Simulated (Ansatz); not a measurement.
# GaP: convergence with LAPW's plane-wave cutoff

The task here is to estimate one member of a computed series from the others.

Program: Ansatz 0.2.0. Level of theory: DFT, PBE, all-electron LAPW, scalar-relativistic. These are calculated values, not measurements.

### The system as given

It takes space group F-43m (No. 216, cubic). The conventional cell has a = 5.451 Å, b = 5.451 Å, c = 5.451 Å, α = 90.00°, β = 90.00°, γ = 90.00°. Ga (site symmetry -43m) has 4 P at 2.36 Å as nearest neighbours. P (site symmetry -43m) is surrounded by 4 Ga at 2.36 Å.

Coordinates:

```
Ga P
1.0
     0.00000    2.72525    2.72525
     2.72525    0.00000    2.72525
     2.72525    2.72525    0.00000
Ga P
1 1
Cartesian
  0.0000 0.0000 0.0000
  4.0879 4.0879 4.0879
```

The cell comes from a crystallographic database entry that wasn't checked; take it as a given geometry, which may be far from equilibrium.

Atoms are numbered in the order of the input: Ga1, P2.

Set-up of the first run:

The input, input.yaml:

```yaml
crystal:
  lattice:
    - [0.0, 2.72525, 2.72525]
    - [2.72525, 0.0, 2.72525]
    - [2.72525, 2.72525, 0.0]
  atoms:
    - { symbol: Ga, position: [0.0, 0.0, 0.0] }
    - { symbol: P, position: [0.75, 0.75, 0.75] }
kpoints:
  mp_grid: { grid: [12, 12, 12] }
scf:
  occupations: { method: fermi_dirac, width: 0.08 }
hamiltonian:
  xc: pbe
  pseudopotentials: { kind: all_electron, lapw: { basis_error: 0.0005 } }
output:
  forces: true
  stress: true
  eigenvalues: true
basis:
  ecutwfc: 120
```

Among the steps run: With plane-wave cutoff typed as 120 eV; With plane-wave cutoff typed as 150 eV; With plane-wave cutoff typed as 220 eV; With plane-wave cutoff typed as 320 eV.

One of the session's tables, all rows but one given; the rest of the session is left out.

```
cutoff (eV)  pressure (GPa)
        120            3.31
        150               ?
        220            2.51
        320            2.48
```

Q: Estimate the row for cutoff (eV) = 150 from the others.

Worked estimate for «pressure (GPa)». A straight line through the neighbours (120, 3.31) and (220, 2.51) gives 3.31 + (2.51 − 3.31) × (150 − 120) / (220 − 120) = 3.07; a parabola fitted to 3 rows on both sides gives 2.99.

The run gave: pressure (GPa): 2.76. In «pressure (GPa)» the line misses by +0.31 and the parabola by +0.23.

Energies are those extrapolated to zero smearing.
